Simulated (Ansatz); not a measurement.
# NaI: the cell at several levels of theory

One table from this session's results is given with a row withheld; the runs are named, their logs left out.

The runs shown are made with Ansatz 0.2.0. PAW datasets, plane waves, zero pressure. These are computed values for a spin-unpolarised cell that may be hypothetical; none is a measurement.

## The structure to begin with

Space group P6_3/mmc (No. 194), hexagonal; conventional cell a = 4.367 Å, c = 7.118 Å, 29.38 Å³ an atom. Around Na lie 6 I at 3.09 Å; around I lie 6 Na at 3.09 Å.

Structure file:

```cif
data_structure
_symmetry_space_group_name_H-M 'P6_3/mmc'
_symmetry_Int_Tables_number 194
_cell_length_a 4.3666
_cell_length_b 4.3666
_cell_length_c 7.1176
_cell_angle_alpha 90.000
_cell_angle_beta 90.000
_cell_angle_gamma 120.000
_cell_volume 117.53
loop_
_atom_site_label
_atom_site_type_symbol
_atom_site_symmetry_multiplicity
_atom_site_Wyckoff_symbol
_atom_site_fract_x
_atom_site_fract_y
_atom_site_fract_z
_atom_site_occupancy
Na1 Na 2 a 0.00000 0.00000 0.00000 1
I1 I 2 c 0.33333 0.66667 0.25000 1
```

The first run:

Input file input.yaml:

```yaml
crystal:
  lattice:
    - [4.36663041, 0.0, 0.0]
    - [-2.183315205, 3.781612864, 0.0]
    - [0.0, 0.0, 7.1176075683]
  atoms:
    - { symbol: Na, position: [0.0, 0.0, 0.0] }
    - { symbol: Na, position: [0.0, 0.0, 0.5] }
    - { symbol: I, position: [0.3333333333, 0.6666666667, 0.25] }
    - { symbol: I, position: [0.6666666667, 0.3333333333, 0.75] }
kpoints:
  mp_grid: { grid: [6, 6, 4] }
hamiltonian:
  xc: pbe
scf:
  occupations: { method: fermi_dirac, width: 0.02 }
relax:
  f_tol: 0.005
  cell: {}
```

Started as:

```
$ ansatz run input.yaml --threads 2 --pin off --max-ram 2211MiB --backend cpu --events-out ev --progress --plain --runs-dir out
```

Steps of the session up to this table: PBE: cell and atoms; r2SCAN: cell and atoms; Relaxation with PBEsol; LDA: cell and atoms.

One table of the session follows, with a row left open; its other results are not shown here.

It belongs to the step «The cells side by side». 

```
 level  a (Å)  c (Å)  volume (Å³/atom)
   PBE  4.556  7.746            34.811
r2SCAN  4.505  7.676            33.722
PBEsol      ?      ?                 ?
   LDA  4.367  7.438            30.708
```

**Question.** Estimate the row for PBEsol.

**Answer.** a (Å): 4.460; c (Å): 7.631; volume (Å³/atom): 32.862. In the column «a (Å)» it lies between LDA (4.367) and r2SCAN (4.505).

In words: From the start to the first minimum the volume moved by +18.5 %. The volume runs from LDA (least) to PBE (most), a spread of 13.4 %, or 4.3 % in length if all axes shared it alike.
